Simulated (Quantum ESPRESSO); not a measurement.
# KI (Fm-3m) in Quantum ESPRESSO: notebook

The runs below take KI through band structure, with r2SCAN, PBE.

Everything below comes from runs of Quantum ESPRESSO 7.5. Logs are shortened: lines on timing, memory, paths and dates and some standing lists are left out, and cuts for length are marked.

**What was measured.**

From a printed reference work, monograph, for a bulk crystal of KI: band gap 6.32 eV.

The runs below are set against these values where they give the same quantity.

## 1. The crystal as given

The structure is cubic, space group Fm-3m (No. 225). The conventional cell has a = 7.066 Å, b = 7.066 Å, c = 7.066 Å, α = 90.00°, β = 90.00°, γ = 90.00°. Around I (site symmetry m-3m) lie 6 K at 3.53 Å. K (site symmetry m-3m) has 6 I at 3.53 Å as nearest neighbours.

## 2. Band structure, r2SCAN

File pw.in:

```
&CONTROL
  calculation = 'scf'
  prefix = 'pwscf'
  outdir = './tmp'
  pseudo_dir = './pseudo'
  tprnfor = .true.
  tstress = .true.
  disk_io = 'low'
/
&SYSTEM
  ibrav = 0
  nat = 2
  ntyp = 2
  ecutwfc = 75
  nbnd = 20
  input_dft = 'r2scan'
  occupations = 'smearing'
  smearing = 'fd'
  degauss = 0.00367493
  nosym = .true.
/
&ELECTRONS
  conv_thr = 1d-08
  electron_maxstep = 120
  mixing_beta = 0.5
/
ATOMIC_SPECIES
I    126.9045 I_ONCV_PBE-1.2.upf
K     39.0983 K_ONCV_PBE-1.2.upf
CELL_PARAMETERS angstrom
   0.0000000000    3.5327750000    3.5327750000
   3.5327750000    0.0000000000    3.5327750000
   3.5327750000    3.5327750000    0.0000000000
ATOMIC_POSITIONS crystal
I      0.5000000000    0.5000000000    0.5000000000
K      0.0000000000    0.0000000000    0.0000000000
K_POINTS automatic
5 5 5 0 0 0
```

File bands.in:

```
&CONTROL
  calculation = 'bands'
  prefix = 'pwscf'
  outdir = './tmp'
  pseudo_dir = './pseudo'
  disk_io = 'low'
  verbosity = 'high'
/
&SYSTEM
  ibrav = 0
  nat = 2
  ntyp = 2
  ecutwfc = 75
  nbnd = 20
  input_dft = 'r2scan'
  occupations = 'smearing'
  smearing = 'fd'
  degauss = 0.00367493
  nosym = .true.
/
&ELECTRONS
  conv_thr = 1d-08
  electron_maxstep = 120
  mixing_beta = 0.5
  diago_full_acc = .true.
  startingwfc = 'random'
/
ATOMIC_SPECIES
I    126.9045 I_ONCV_PBE-1.2.upf
K     39.0983 K_ONCV_PBE-1.2.upf
CELL_PARAMETERS angstrom
   0.0000000000    3.5327750000    3.5327750000
   3.5327750000    0.0000000000    3.5327750000
   3.5327750000    3.5327750000    0.0000000000
ATOMIC_POSITIONS crystal
I      0.5000000000    0.5000000000    0.5000000000
K      0.0000000000    0.0000000000    0.0000000000
K_POINTS crystal
60
 0.0000000000  0.0000000000  0.0000000000 1
 0.0625000000  0.0000000000  0.0625000000 1
 0.1250000000  0.0000000000  0.1250000000 1
 0.1875000000  0.0000000000  0.1875000000 1
 0.2500000000  0.0000000000  0.2500000000 1
 0.3125000000  0.0000000000  0.3125000000 1
 0.3750000000  0.0000000000  0.3750000000 1
 0.4375000000  0.0000000000  0.4375000000 1
 0.5000000000  0.0000000000  0.5000000000 1
 0.5000000000  0.0625000000  0.5625000000 1
 0.5000000000  0.1250000000  0.6250000000 1
 0.5000000000  0.1875000000  0.6875000000 1
 0.5000000000  0.2500000000  0.7500000000 1
 0.4375000000  0.3125000000  0.7500000000 1
 0.3750000000  0.3750000000  0.7500000000 1
 0.3375000000  0.3375000000  0.6750000000 1
 0.3000000000  0.3000000000  0.6000000000 1
 0.2625000000  0.2625000000  0.5250000000 1
 0.2250000000  0.2250000000  0.4500000000 1
 0.1875000000  0.1875000000  0.3750000000 1
 0.1500000000  0.1500000000  0.3000000000 1
 0.1125000000  0.1125000000  0.2250000000 1
 0.0750000000  0.0750000000  0.1500000000 1
 0.0375000000  0.0375000000  0.0750000000 1
 0.0000000000  0.0000000000  0.0000000000 1
 0.0625000000  0.0625000000  0.0625000000 1
 0.1250000000  0.1250000000  0.1250000000 1
 0.1875000000  0.1875000000  0.1875000000 1
 0.2500000000  0.2500000000  0.2500000000 1
 0.3125000000  0.3125000000  0.3125000000 1
 0.3750000000  0.3750000000  0.3750000000 1
 0.4375000000  0.4375000000  0.4375000000 1
 0.5000000000  0.5000000000  0.5000000000 1
 0.5250000000  0.4500000000  0.5250000000 1
 0.5500000000  0.4000000000  0.5500000000 1
 0.5750000000  0.3500000000  0.5750000000 1
 0.6000000000  0.3000000000  0.6000000000 1
 0.6250000000  0.2500000000  0.6250000000 1
 0.5833333333  0.2500000000  0.6666666667 1
 0.5416666667  0.2500000000  0.7083333333 1
 0.5000000000  0.2500000000  0.7500000000 1
 0.5000000000  0.2857142857  0.7142857143 1
 0.5000000000  0.3214285714  0.6785714286 1
 0.5000000000  0.3571428571  0.6428571429 1
 0.5000000000  0.3928571429  0.6071428571 1
 0.5000000000  0.4285714286  0.5714285714 1
 0.5000000000  0.4642857143  0.5357142857 1
 0.5000000000  0.5000000000  0.5000000000 1
 0.4821428571  0.4821428571  0.5357142857 1
 0.4642857143  0.4642857143  0.5714285714 1
 0.4464285714  0.4464285714  0.6071428571 1
 0.4285714286  0.4285714286  0.6428571429 1
 0.4107142857  0.4107142857  0.6785714286 1
 0.3928571429  0.3928571429  0.7142857143 1
 0.3750000000  0.3750000000  0.7500000000 1
 0.6250000000  0.2500000000  0.6250000000 1
 0.5937500000  0.1875000000  0.5937500000 1
 0.5625000000  0.1250000000  0.5625000000 1
 0.5312500000  0.0625000000  0.5312500000 1
 0.5000000000  0.0000000000  0.5000000000 1
```

Potentials or basis: SG15 PBE 1.2.

Run with:

```console
OMP_NUM_THREADS=1 mpirun -n 2 pw.x -nk 2 -in pw.in > pw.out
OMP_NUM_THREADS=1 mpirun -n 2 pw.x -nk 2 -in bands.in > bands.out
```

pw.out:

```text
This program is part of the open-source Quantum ESPRESSO suite
     for quantum simulation of materials; please cite
         "P. Giannozzi et al., J. Phys.:Condens. Matter 21 395502 (2009);
         "P. Giannozzi et al., J. Phys.:Condens. Matter 29 465901 (2017);
         "P. Giannozzi et al., J. Chem. Phys. 152 154105 (2020);
     in publications or presentations arising from this work. More details at

     IMPORTANT: XC functional enforced from input :
     Exchange-correlation= R2SCAN
                           (   0   0   0   0   0 497 498)
     Any further DFT definition will be discarded
     Please, verify this is what you really want

     K-points division:     npool     =       2
     Subspace diagonalization in iterative solution of the eigenvalue problem:
     a serial algorithm will be used

     G-vector sticks info
     --------------------
     sticks:   dense  smooth     PW     G-vecs:    dense   smooth      PW
     Sum        1831    1831    517                51913    51913    7991

     Using Slab Decomposition

     bravais-lattice index     =            0
     lattice parameter (alat)  =       9.4413  a.u.
     unit-cell volume          =     595.0789 (a.u.)^3
     number of atoms/cell      =            2
     number of atomic types    =            2
     number of electrons       =        26.00
     number of Kohn-Sham states=           20
     kinetic-energy cutoff     =      75.0000  Ry
     charge density cutoff     =     300.0000  Ry
     scf convergence threshold =      1.0E-08
     mixing beta               =       0.5000
     number of iterations used =            8  plain     mixing
     Exchange-correlation= R2SCAN
                           (   0   0   0   0   0 497 498)

     celldm(1)=   9.441258  celldm(2)=   0.000000  celldm(3)=   0.000000
     celldm(4)=   0.000000  celldm(5)=   0.000000  celldm(6)=   0.000000

     crystal axes: (cart. coord. in units of alat)
               a(1) = (   0.000000   0.707107   0.707107 )
               a(2) = (   0.707107   0.000000   0.707107 )
               a(3) = (   0.707107   0.707107   0.000000 )

     reciprocal axes: (cart. coord. in units 2 pi/alat)
               b(1) = ( -0.707107  0.707107  0.707107 )
               b(2) = (  0.707107 -0.707107  0.707107 )
               b(3) = (  0.707107  0.707107 -0.707107 )

     PseudoPot. # 1 for I  read from file:
     I_ONCV_PBE-1.2.upf
     Pseudo is Norm-conserving, Zval = 17.0
     Generated using ONCVPSP code by D. R. Hamann
     Using radial grid of  602 points,  6 beta functions with:
                l(1) =   0
                l(2) =   0
                l(3) =   1
                l(4) =   1
                l(5) =   2
                l(6) =   2

     PseudoPot. # 2 for K  read from file:
     K_ONCV_PBE-1.2.upf
     Pseudo is Norm-conserving, Zval =  9.0
     Generated using ONCVPSP code by D. R. Hamann
     Using radial grid of  602 points,  6 beta functions with:
                l(1) =   0
                l(2) =   0
                l(3) =   1
                l(4) =   1
                l(5) =   2
                l(6) =   2

     atomic species   valence    mass     pseudopotential
     I                17.00   126.90450     I ( 1.00)
     K                 9.00    39.09830     K ( 1.00)

     No symmetry found

   Cartesian axes

     site n.     atom                  positions (alat units)
         1        I      tau(   1) = (   0.7071068   0.7071068   0.7071068  )
         2        K      tau(   2) = (   0.0000000   0.0000000   0.0000000  )

     number of k points=    63  Fermi-Dirac smearing, width (Ry)=  0.0037
                       cart. coord. in units 2pi/alat
        k(    1) = (   0.0000000   0.0000000   0.0000000), wk =   0.0160000
        k(    2) = (   0.1414214   0.1414214  -0.1414214), wk =   0.0320000
        k(    3) = (   0.2828427   0.2828427  -0.2828427), wk =   0.0320000
        k(    4) = (   0.1414214  -0.1414214   0.1414214), wk =   0.0320000
        k(    5) = (   0.2828427  -0.0000000   0.0000000), wk =   0.0320000
        k(    6) = (   0.4242641   0.1414214  -0.1414214), wk =   0.0320000
[... 55 lines left out ...]
        k(   62) = (  -0.7071068   0.1414214   0.4242641), wk =   0.0320000
        k(   63) = (  -0.5656854   0.2828427   0.2828427), wk =   0.0320000

     Dense  grid:    51913 G-vectors     FFT dimensions: (  54,  54,  54)

     WARNING: libxc functional with ID  497 depends
      on external parameters: check the user_guide of
      QE if you need to modify them or to check their
      default values.

     WARNING: libxc functional with ID  498 depends
      on external parameters: check the user_guide of
      QE if you need to modify them or to check their
      default values.

     Initial potential from superposition of free atoms

     starting charge      25.7107, renormalised to      26.0000
     Starting wfcs are random

     Self-consistent Calculation

     iteration #  1     ecut=    75.00 Ry     beta= 0.50
     Davidson diagonalization with overlap
     ethr =  1.00E-02,  avg # of iterations =  8.5

     total energy              =    -255.01279864 Ry
     estimated scf accuracy    <      35.82522882 Ry

     iteration #  2     ecut=    75.00 Ry     beta= 0.50
     Davidson diagonalization with overlap
     ethr =  1.00E-02,  avg # of iterations =  1.0
[... 4 lines left out ...]
     iteration #  3     ecut=    75.00 Ry     beta= 0.50
     Davidson diagonalization with overlap
     ethr =  1.00E-02,  avg # of iterations =  1.0

     total energy              =    -255.10306903 Ry
     estimated scf accuracy    <       0.01866311 Ry

     iteration #  4     ecut=    75.00 Ry     beta= 0.50
     Davidson diagonalization with overlap
     c_bands:  1 eigenvalues not converged
     ethr =  7.18E-05,  avg # of iterations =  7.8

     total energy              =    -255.10403057 Ry
     estimated scf accuracy    <       0.00156822 Ry

     iteration #  5     ecut=    75.00 Ry     beta= 0.50
     Davidson diagonalization with overlap
     ethr =  6.03E-06,  avg # of iterations =  7.2

     total energy              =    -255.10407039 Ry
     estimated scf accuracy    <       0.00024445 Ry
[... 19 lines left out ...]
     total energy              =    -255.10407685 Ry
     estimated scf accuracy    <       0.00000003 Ry

     iteration #  9     ecut=    75.00 Ry     beta= 0.50
     Davidson diagonalization with overlap
     ethr =  1.21E-10,  avg # of iterations =  1.7

     End of self-consistent calculation

          k = 0.0000 0.0000 0.0000 (  6423 PWs)   bands (ev):

   -39.5790 -39.5790 -39.5726 -39.5726 -39.5726 -27.3834  -9.9489  -9.9489
    -9.9489  -8.6789   2.3290   2.3290   2.3290   6.9020   9.6158   9.6158
     9.6158  10.5202  10.5202  12.7531

          k = 0.1414 0.1414-0.1414 (  6507 PWs)   bands (ev):

   -39.5790 -39.5790 -39.5726 -39.5726 -39.5726 -27.3828 -10.0129  -9.9495
    -9.9495  -8.5718   1.8058   2.2124   2.2124   7.7183   9.4866  10.0458
    10.0458  10.9728  10.9728  13.9451

          k = 0.2828 0.2828-0.2828 (  6511 PWs)   bands (ev):

   -39.5790 -39.5790 -39.5726 -39.5726 -39.5726 -27.3817 -10.1007  -9.9504
    -9.9504  -8.4115   1.1552   2.0377   2.0377   8.4066  10.4248  11.0255
    11.0255  11.9180  11.9180  12.7058

          k = 0.1414-0.1414 0.1414 (  6507 PWs)   bands (ev):

   -39.5790 -39.5790 -39.5726 -39.5726 -39.5726 -27.3828 -10.0129  -9.9495
    -9.9495  -8.5718   1.8058   2.2124   2.2124   7.7183   9.4866  10.0458
    10.0458  10.9728  10.9728  13.9452

          k = 0.2828-0.0000 0.0000 (  6515 PWs)   bands (ev):

   -39.5790 -39.5790 -39.5726 -39.5726 -39.5726 -27.3826 -10.0037  -9.9550
    -9.9550  -8.5679   1.7418   2.1871   2.1871   7.9165   8.7917  10.5702
    10.5702  10.7961  11.2142  13.9203

          k = 0.4243 0.1414-0.1414 (  6536 PWs)   bands (ev):

   -39.5790 -39.5790 -39.5726 -39.5726 -39.5726 -27.3816 -10.0504  -9.9583
    -9.9575  -8.4744   1.3678   1.9595   2.0461   8.5646   9.2195  10.8862
    11.2012  11.6669  11.8756  13.3151

          k =-0.1414-0.4243 0.4243 (  6528 PWs)   bands (ev):

   -39.5790 -39.5790 -39.5726 -39.5726 -39.5726 -27.3813 -10.0761  -9.9655
    -9.9536  -8.4217   1.2407   1.8113   1.9850   8.9365  10.0566  10.6437
    11.4694  11.6851  12.2099  13.2164
[... 43 lines left out ...]
          k =-0.0000 0.2828 0.0000 (  6515 PWs)   bands (ev):

   -39.5790 -39.5790 -39.5726 -39.5726 -39.5726 -27.3826 -10.0037  -9.9550
    -9.9550  -8.5679   1.7418   2.1871   2.1871   7.9165   8.7918  10.5702
    10.5702  10.7961  11.2142  13.9201

          k = 0.1414 0.4243-0.1414 (  6536 PWs)   bands (ev):

   -39.5790 -39.5790 -39.5726 -39.5726 -39.5726 -27.3816 -10.0504  -9.9583
    -9.9575  -8.4744   1.3678   1.9595   2.0461   8.5646   9.2195  10.8862
    11.2011  11.6669  11.8756  13.3146

          k =-0.4243-0.1414 0.4243 (  6528 PWs)   bands (ev):

   -39.5790 -39.5790 -39.5726 -39.5726 -39.5726 -27.3813 -10.0761  -9.9655
    -9.9536  -8.4217   1.2407   1.8113   1.9850   8.9365  10.0566  10.6437
    11.4694  11.6851  12.2099  13.2167
[... 103 lines left out ...]
          k =-0.1414 0.4243-0.1414 (  6536 PWs)   bands (ev):

   -39.5790 -39.5790 -39.5726 -39.5726 -39.5726 -27.3816 -10.0504  -9.9583
    -9.9575  -8.4744   1.3678   1.9595   2.0461   8.5646   9.2195  10.8862
    11.2011  11.6669  11.8756  13.3145

          k = 0.0000 0.5657-0.2828 (  6543 PWs)   bands (ev):

   -39.5790 -39.5790 -39.5726 -39.5726 -39.5725 -27.3810 -10.0304  -9.9736
    -9.9660  -8.4655   1.4295   1.7548   1.8776   9.0231   9.7107  10.0284
    11.6685  11.9967  12.3929  13.3543

          k =-0.5657-0.0000 0.2828 (  6543 PWs)   bands (ev):

   -39.5790 -39.5790 -39.5726 -39.5726 -39.5725 -27.3810 -10.0304  -9.9736
    -9.9660  -8.4655   1.4295   1.7548   1.8776   9.0231   9.7107  10.0284
    11.6685  11.9967  12.3930  13.3552
[... 151 lines left out ...]
          k =-0.5657 0.2828 0.2828 (  6528 PWs)   bands (ev):

   -39.5790 -39.5790 -39.5726 -39.5726 -39.5726 -27.3813 -10.0761  -9.9655
    -9.9536  -8.4217   1.2407   1.8113   1.9850   8.9365  10.0566  10.6437
    11.4694  11.6851  12.2099  13.2164

     the Fermi energy is     4.2220 ev

!    total energy              =    -255.10407686 Ry
     estimated scf accuracy    <          6.7E-10 Ry
     smearing contrib. (-TS)   =       0.00000000 Ry
     internal energy E=F+TS    =    -255.10407686 Ry

     The total energy is F=E-TS. E is the sum of the following terms:
     one-electron contribution =    -150.66701700 Ry
     hartree contribution      =      75.44187303 Ry
     xc contribution           =     -27.85195868 Ry
     ewald contribution        =    -152.02697421 Ry

     convergence has been achieved in   9 iterations

     Forces acting on atoms (cartesian axes, Ry/au):

     atom    1 type  1   force =     0.00000183    0.00000070    0.00000069
     atom    2 type  2   force =    -0.00000183   -0.00000070   -0.00000069

     Total force =     0.000003     Total SCF correction =     0.000012
     SCF correction compared to forces is large: reduce conv_thr to get better values

     Computing stress (Cartesian axis) and pressure

          total   stress  (Ry/bohr**3)                   (kbar)     P=       -1.29
  -0.00000875   0.00000000  -0.00000000           -1.29        0.00       -0.00
   0.00000000  -0.00000875  -0.00000000            0.00       -1.29       -0.00
  -0.00000000  -0.00000000  -0.00000875           -0.00       -0.00       -1.29

=------------------------------------------------------------------------------=
   JOB DONE.
=------------------------------------------------------------------------------=
```

It took 4.2 min on 2 MPI ranks of Intel Xeon 6975P-C (Granite Rapids), shared host; peak memory 0.36 GiB.

What came out:

```yaml
Free_energy: -3470.8678 eV
Pressure: -0.1 GPa
Band_gap_on_the_k_mesh: 4.57 eV, direct
Band_gap_along_the_path: 4.57 eV, direct
```

Levels at the corners of the path, in eV from the valence-band top:
| point | band 10 | band 11 | band 12 | band 13 | band 14 | band 15 | band 16 | band 17 |
| --- | --- | --- | --- | --- | --- | --- | --- | --- |
| Γ | -11.01 | 0.00 | 0.00 | 0.00 | 4.57 | 7.29 | 7.29 | 7.29 |
| X | -10.87 | -0.98 | -0.36 | -0.36 | 5.58 | 6.62 | 9.14 | 9.42 |
| W | -10.80 | -0.71 | -0.71 | -0.57 | 7.13 | 7.13 | 7.55 | 9.03 |
| K | -10.80 | -0.83 | -0.72 | -0.37 | 6.28 | 7.51 | 8.28 | 9.17 |
| Γ | -11.01 | 0.00 | 0.00 | 0.00 | 4.57 | 7.29 | 7.29 | 7.29 |
| L | -10.71 | -1.27 | -0.32 | -0.32 | 6.13 | 8.38 | 9.04 | 9.04 |
| U | -10.80 | -0.83 | -0.72 | -0.37 | 6.28 | 7.51 | 8.28 | 9.17 |
| W | -10.80 | -0.71 | -0.71 | -0.57 | 7.13 | 7.13 | 7.55 | 9.03 |
| L | -10.71 | -1.27 | -0.32 | -0.32 | 6.13 | 8.38 | 9.04 | 9.04 |
| K | -10.80 | -0.83 | -0.72 | -0.37 | 6.28 | 7.51 | 8.28 | 9.17 |
| U | -10.80 | -0.83 | -0.72 | -0.37 | 6.28 | 7.51 | 8.28 | 9.17 |
| X | -10.87 | -0.98 | -0.36 | -0.36 | 5.58 | 6.62 | 9.14 | 9.42 |

Caveat: the potentials were made for another functional, which shifts forces and pressure; spin-orbit coupling is left out, which moves the levels of the heavy elements.

## 3. Band structure, PBE

Edit pw.in of step 2 so:

```diff
@@ -13,5 +13,4 @@
   ntyp = 2
-  ecutwfc = 75
-  nbnd = 20
-  input_dft = 'r2scan'
+  ecutwfc = 74
+  nbnd = 14
   occupations = 'smearing'
@@ -19,6 +18,5 @@
   degauss = 0.00367493
-  nosym = .true.
 /
 &ELECTRONS
-  conv_thr = 1d-08
+  conv_thr = 4d-10
   electron_maxstep = 120
@@ -27,4 +25,4 @@
 ATOMIC_SPECIES
-I    126.9045 I_ONCV_PBE-1.2.upf
-K     39.0983 K_ONCV_PBE-1.2.upf
+I    126.9045 I.upf
+K     39.0983 K.upf
 CELL_PARAMETERS angstrom
@@ -37,2 +35,2 @@
 K_POINTS automatic
-5 5 5 0 0 0
+7 7 7 0 0 0
```

Edit bands.in of step 2 so:

```diff
@@ -12,5 +12,4 @@
   ntyp = 2
-  ecutwfc = 75
-  nbnd = 20
-  input_dft = 'r2scan'
+  ecutwfc = 74
+  nbnd = 14
   occupations = 'smearing'
@@ -18,3 +17,2 @@
   degauss = 0.00367493
-  nosym = .true.
 /
@@ -28,4 +26,4 @@
 ATOMIC_SPECIES
-I    126.9045 I_ONCV_PBE-1.2.upf
-K     39.0983 K_ONCV_PBE-1.2.upf
+I    126.9045 I.upf
+K     39.0983 K.upf
 CELL_PARAMETERS angstrom
```

Potentials or basis: PseudoDojo 0.4.1 SR PBE standard.

Run with:

```console
OMP_NUM_THREADS=1 pw.x -in pw.in > pw.out
OMP_NUM_THREADS=1 pw.x -in bands.in > bands.out
```

It took 3.3 min on 1 thread of Arm Neoverse V1, shared host; peak memory 0.13 GiB.

The run converged. Its results:

| Property | Result |
| --- | --- |
| Free energy | -1172.8818 eV |
| Pressure | 0.6 GPa |
| Band gap on the k mesh | 3.96 eV, direct |
| Band gap along the path | 3.96 eV, direct |

Levels at the corners of the path, in eV from the valence-band top:
| point | band 6 | band 7 | band 8 | band 9 | band 10 | band 11 |
| --- | --- | --- | --- | --- | --- | --- |
| Γ | 0.00 | 0.00 | 0.00 | 3.96 | 6.51 | 6.51 |
| X | -1.00 | -0.37 | -0.37 | 4.94 | 5.77 | 8.10 |
| W | -0.73 | -0.73 | -0.60 | 6.47 | 6.47 | 6.64 |
| K | -0.85 | -0.75 | -0.38 | 5.62 | 6.64 | 7.63 |
| Γ | 0.00 | 0.00 | 0.00 | 3.96 | 6.51 | 6.51 |
| L | -1.32 | -0.34 | -0.34 | 5.52 | 7.72 | 8.16 |
| U | -0.85 | -0.75 | -0.38 | 5.62 | 6.64 | 7.63 |
| W | -0.73 | -0.73 | -0.60 | 6.47 | 6.47 | 6.64 |
| L | -1.32 | -0.34 | -0.34 | 5.52 | 7.72 | 8.16 |
| K | -0.85 | -0.75 | -0.38 | 5.62 | 6.64 | 7.63 |
| U | -0.85 | -0.75 | -0.38 | 5.62 | 6.64 | 7.63 |
| X | -1.00 | -0.37 | -0.37 | 4.94 | 5.77 | 8.10 |

Caveat: spin-orbit coupling is left out, which moves the levels of the heavy elements.

## 4. Comparison with measurements

Step 2. A measured gap of KI is 6.32 eV (a printed reference work, monograph); the calculated 4.57 eV misses it by -1.75 eV. Spin-orbit coupling on I is left out. The value is that of r2SCAN, without temperature or zero-point motion.

Step 3. Against the measured gap of KI, 6.32 eV (a printed reference work, monograph), the calculated 3.96 eV is off by -2.36 eV. Spin-orbit coupling on I is left out. The value is that of PBE, without temperature or zero-point motion. Semilocal functionals fall short of measured gaps as a rule.
